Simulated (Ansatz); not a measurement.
# FeO (I4/mmm) in Ansatz: a series of runs, part 2 of 2

Ansatz 0.2.0. Earlier steps stand in the parts before.

**4. Projected density of states, LDA+U, collinear spin, ferromagnetic start**

input.yaml reads:

```yaml
crystal:
  lattice:
    - [-1.602103413, 1.602103413, 2.08339225]
    - [1.602103413, -1.602103413, 2.08339225]
    - [1.602103413, 1.602103413, -2.08339225]
  atoms:
    - { symbol: Fe, position: [0.0, 0.0, 0.0], spin: 3.0 }
    - { symbol: O, position: [0.5, 0.5, 0.0] }
hamiltonian:
  xc: lda
  pseudopotentials: { kind: paw }
  hubbard: { sites: [{ species: Fe, l: d, u_eff: 6.0 }] }
magnetization:
  spin_polarized: true
kpoints:
  mp_grid: { grid: [12, 12, 12] }
scf:
  occupations: { method: fermi_dirac, width: 0.05 }
  n_extra_bands: 6
output:
  forces: true
  stress: true
  eigenvalues: true
  dos: { projected: true, de: 0.05, nscf_kmesh: { grid: [18, 18, 18] } }
```

Run with:

```
$ ansatz run input.yaml --threads 2 --pin off --max-ram 5632MiB --backend cpu --events-out ev --progress --plain --runs-dir out
```

It took 77 s on 2 threads of Arm Neoverse V1, shared host; peak memory 1.2 GiB.

The run converged. Its results:

```
Free energy            : -4972.4083 eV
Pressure               : -8.4 GPa
Band gap on the k mesh : 0.98 eV, indirect (least direct gap 2.61 eV)
Net moment             : 4.00 μB per cell
Absolute moment        : 4.00 μB per cell
Site moments           : Fe +3.43; O +0.17 μB
```

Stress tensor (GPa, compression positive):
```
-7.69  0.00  0.00
 0.00 -7.69  0.00
 0.00  0.00 -9.95
```

Levels at points of the mesh, in eV from the valence-band top:
Spin up:
| k point | band 9 | band 10 | band 11 | band 12 | band 13 | band 14 | band 15 | band 16 | band 17 |
| --- | --- | --- | --- | --- | --- | --- | --- | --- | --- |
| (0.00, 0.00, 0.00) | -5.24 | -4.55 | -2.45 | -1.98 | -1.98 | 0.98 | 15.98 | 17.20 | 17.20 |
| (0.00, 0.00, -0.50) | -5.16 | -4.26 | -3.79 | -3.61 | -2.85 | 5.70 | 9.20 | 11.57 | 14.81 |
| (0.00, -0.50, 0.00) | -5.13 | -4.61 | -3.23 | -0.27 | 0.00 | 4.86 | 9.09 | 12.07 | 13.90 |
| (-0.50, -0.50, -0.50) | -5.21 | -4.73 | -4.60 | -3.44 | -3.44 | 5.88 | 10.02 | 11.08 | 14.34 |
Spin down:
```tsv
k point	band 7	band 8	band 9	band 10	band 11	band 12
(0.00, 0.00, 0.00)	-2.06	-1.63	-1.63	1.45	3.01	3.01
(0.00, 0.00, -0.50)	-3.15	-2.48	-1.24	1.85	3.60	4.50
(0.00, -0.50, 0.00)	-3.49	-2.88	-1.07	4.17	4.23	5.23
(-0.50, -0.50, -0.50)	-3.65	-3.02	-3.02	3.77	4.48	4.48
```

States per cell in windows of 1 eV (zero at the valence-band top; states under -8 eV left out):
| from (eV) | up | down | Fe 3d up | Fe 3d down | O 2p down | O 2p up | Fe 4s up | Fe 4s down |
| --- | --- | --- | --- | --- | --- | --- | --- | --- |
| -8.0 | 0.86 | 0.00 | 0.57 | 0.00 | 0.00 | 0.24 | 0.05 | 0.00 |
| -7.0 | 1.95 | 0.04 | 1.51 | 0.01 | 0.03 | 0.40 | 0.02 | 0.01 |
| -6.0 | 1.04 | 0.70 | 0.97 | 0.09 | 0.49 | 0.06 | 0.00 | 0.09 |
| -5.0 | 1.13 | 0.49 | 0.98 | 0.09 | 0.35 | 0.11 | 0.01 | 0.03 |
| -4.0 | 1.04 | 1.07 | 0.47 | 0.22 | 0.81 | 0.45 | 0.08 | 0.01 |
| -3.0 | 0.64 | 0.77 | 0.16 | 0.16 | 0.60 | 0.44 | 0.02 | 0.00 |
| -2.0 | 0.80 | 0.90 | 0.16 | 0.68 | 0.21 | 0.61 | 0.01 | 0.01 |
| -1.0 | 0.50 | 0.03 | 0.11 | 0.02 | 0.01 | 0.39 | 0.00 | 0.00 |
| 0.0 | 0.00 | 0.00 | 0.00 | 0.00 | 0.00 | 0.00 | 0.00 | 0.00 |
| 1.0 | 0.01 | 0.01 | 0.00 | 0.01 | 0.00 | 0.00 | 0.00 | 0.00 |
| 2.0 | 0.03 | 0.27 | 0.00 | 0.23 | 0.01 | 0.01 | 0.01 | 0.02 |
| 3.0 | 0.06 | 1.27 | 0.00 | 1.12 | 0.05 | 0.01 | 0.03 | 0.05 |
| 4.0 | 0.12 | 2.02 | 0.00 | 1.79 | 0.12 | 0.03 | 0.06 | 0.05 |
| 5.0 | 0.24 | 0.61 | 0.00 | 0.45 | 0.09 | 0.04 | 0.11 | 0.04 |
| 6.0 | 0.31 | 0.23 | 0.00 | 0.05 | 0.04 | 0.04 | 0.17 | 0.07 |
| 7.0 | 0.22 | 0.34 | 0.00 | 0.03 | 0.04 | 0.02 | 0.12 | 0.17 |

Eigenvalues of the final occupation matrices:
```tsv
site	spin	trace	eigenvalues
site 1	1	4.99	0.99 1.00 1.00 1.00 1.00
site 1	2	1.25	0.03 0.03 0.07 0.12 0.99
```

Caveat: the magnetic or orbital state may not be the lowest; the pressure holds a Pulay correction of +0.9 GPa for the finite cutoff; a cell with one magnetic atom can't hold antiferromagnetic order, which such compounds often take; the PAW data sets come from PBE, with cores solved anew for the run's functional, which leaves a small shift of forces and pressure; the density of states is complete only up to the lowest level of the last band computed.

**5. Projected density of states, LDA+U, collinear spin, ferromagnetic start**

input.yaml, as its differences from that of step 4:

```diff
@@ -11,3 +11,3 @@
   pseudopotentials: { kind: paw }
-  hubbard: { sites: [{ species: Fe, l: d, u_eff: 6.0 }] }
+  hubbard: { sites: [{ species: Fe, l: d, u_eff: 8.0 }] }
 magnetization:
```

Run with:

```
$ ansatz run input.yaml --threads 2 --pin off --max-ram 5632MiB --backend cpu --events-out ev --progress --plain --runs-dir out
```

It took 54 s on 2 threads of Arm Neoverse V1, shared host; peak memory 1.1 GiB.

The run converged. Its results:

* Free energy: -4972.1724 eV
* Pressure: -6.2 GPa
* Band gap on the k mesh: 1.13 eV, indirect (least direct gap 2.56 eV)
* Net moment: 4.00 μB per cell
* Absolute moment: 4.00 μB per cell
* Site moments: Fe +3.46; O +0.13 μB

Stress tensor (GPa, compression positive):
```
-6.26  0.00  0.00
 0.00 -6.26  0.00
 0.00  0.00 -6.10
```

Levels at points of the mesh, in eV from the valence-band top:
Spin up:
```
              k point  band 10  band 11  band 12  band 13  band 14  band 15  band 16  band 17
   (0.00, 0.00, 0.00)    -5.49    -2.19    -1.72    -1.72     1.13    16.11    17.31    17.31
  (0.00, 0.00, -0.50)    -5.08    -4.74    -3.36    -2.59     5.82     9.41    11.67    14.96
  (0.00, -0.50, 0.00)    -5.47    -3.65    -0.26     0.00     5.01     9.29    12.19    14.02
(-0.50, -0.50, -0.50)    -5.47    -5.40    -3.19    -3.19     6.00    10.22    11.19    14.51
```
Spin down:
```tsv
k point	band 6	band 7	band 8	band 9	band 10	band 11	band 12	band 13
(0.00, 0.00, 0.00)	-3.12	-1.86	-1.43	-1.43	1.69	4.05	4.05	4.31
(0.00, 0.00, -0.50)	-5.05	-2.96	-2.28	-2.17	2.88	4.55	5.43	5.60
(0.00, -0.50, 0.00)	-6.21	-3.41	-2.54	-1.60	5.16	5.25	5.67	6.03
(-0.50, -0.50, -0.50)	-4.97	-4.53	-2.82	-2.82	4.66	5.52	5.52	5.64
```

States per cell in windows of 0.5 eV (zero at the valence-band top; states under -8 eV left out):
```
from (eV)    up  down  Fe 3d down  Fe 3d up  O 2p down  O 2p up  Fe 4s up  Fe 4s down
     -8.0  1.02  0.00        0.00      0.86       0.00     0.14      0.01        0.00
     -7.5  1.13  0.00        0.00      0.95       0.00     0.15      0.01        0.00
     -7.0  0.49  0.00        0.00      0.42       0.00     0.06      0.00        0.00
     -6.5  0.63  0.02        0.00      0.60       0.01     0.03      0.00        0.00
     -6.0  0.73  0.15        0.03      0.67       0.09     0.03      0.00        0.03
     -5.5  0.59  0.41        0.09      0.53       0.26     0.04      0.00        0.05
     -5.0  0.08  0.34        0.07      0.07       0.23     0.01      0.00        0.03
     -4.5  0.06  0.27        0.08      0.02       0.16     0.04      0.00        0.01
     -4.0  0.62  0.34        0.11      0.20       0.21     0.32      0.07        0.01
     -3.5  0.36  0.46        0.15      0.08       0.29     0.23      0.04        0.01
     -3.0  0.27  0.77        0.13      0.04       0.63     0.20      0.01        0.01
     -2.5  0.32  0.38        0.11      0.04       0.26     0.26      0.00        0.00
     -2.0  0.44  0.74        0.41      0.05       0.32     0.36      0.01        0.01
     -1.5  0.37  0.11        0.04      0.05       0.07     0.31      0.00        0.00
     -1.0  0.34  0.00        0.00      0.05       0.00     0.28      0.00        0.00
     -0.5  0.20  0.00        0.00      0.03       0.00     0.16      0.00        0.00
      0.0  0.00  0.00        0.00      0.00       0.00     0.00      0.00        0.00
      0.5  0.00  0.00        0.00      0.00       0.00     0.00      0.00        0.00
      1.0  0.00  0.00        0.00      0.00       0.00     0.00      0.00        0.00
      1.5  0.00  0.00        0.00      0.00       0.00     0.00      0.00        0.00
      2.0  0.01  0.01        0.00      0.00       0.00     0.00      0.00        0.00
      2.5  0.01  0.02        0.01      0.00       0.00     0.00      0.01        0.01
      3.0  0.02  0.09        0.06      0.00       0.00     0.00      0.01        0.01
      3.5  0.03  0.20        0.16      0.00       0.01     0.01      0.01        0.02
      4.0  0.04  0.39        0.32      0.00       0.02     0.01      0.02        0.03
      4.5  0.06  0.93        0.81      0.00       0.04     0.01      0.03        0.04
      5.0  0.10  1.35        1.22      0.00       0.06     0.02      0.04        0.04
      5.5  0.12  0.69        0.59      0.00       0.04     0.02      0.05        0.02
      6.0  0.16  0.46        0.37      0.00       0.05     0.02      0.09        0.02
      6.5  0.16  0.16        0.08      0.00       0.03     0.02      0.09        0.02
      7.0  0.13  0.16        0.04      0.00       0.03     0.01      0.07        0.05
      7.5  0.11  0.21        0.03      0.00       0.03     0.01      0.06        0.10
```

Eigenvalues of the final occupation matrices:
| site | spin | trace | eigenvalues |
| --- | --- | --- | --- |
| site 1 | 1 | 4.99 | 0.99 1.00 1.00 1.00 1.00 |
| site 1 | 2 | 1.21 | 0.03 0.03 0.06 0.10 0.99 |

Caveat: the magnetic or orbital state may not be the lowest; the pressure holds a Pulay correction of +0.9 GPa for the finite cutoff; a cell with one magnetic atom can't hold antiferromagnetic order, which such compounds often take; the PAW data sets come from PBE, with cores solved anew for the run's functional, which leaves a small shift of forces and pressure; the density of states is complete only up to the lowest level of the last band computed. The state reached can hang on the start; a lower one may exist.

**6. Overview**

| U | gap on the mesh (eV) | pressure (GPa) | moment (μB) |
| --- | --- | --- | --- |
| Fe d U = 4 eV | 0.69 | -11.7 | 4.00 |
| Fe d U = 5 eV | 0.84 | -10.0 | 4.00 |
| Fe d U = 6 eV | 0.98 | -8.4 | 4.00 |
| Fe d U = 8 eV | 1.13 | -6.2 | 4.00 |

Alike in all rows: task projected density of states; level LDA+U; potentials or basis Ansatz PAW; spin collinear, ferromagnetic start; cell as given; k mesh 12 × 12 × 12; cutoff (eV) 420; smearing fermi-dirac 0.05 eV.

On the cell as given the gap runs from 0.69 eV (LDA+U) to 1.13 eV (LDA+U).

Caveats: the magnetic or orbital state may not be the lowest; a cell with one magnetic atom can't hold antiferromagnetic order, which such compounds often take; the PAW data sets come from PBE, with cores solved anew for the run's functional, which leaves a small shift of forces and pressure; the density of states is complete only up to the lowest level of the last band computed.

Absolute energies hang on the potentials; compare differences alone.
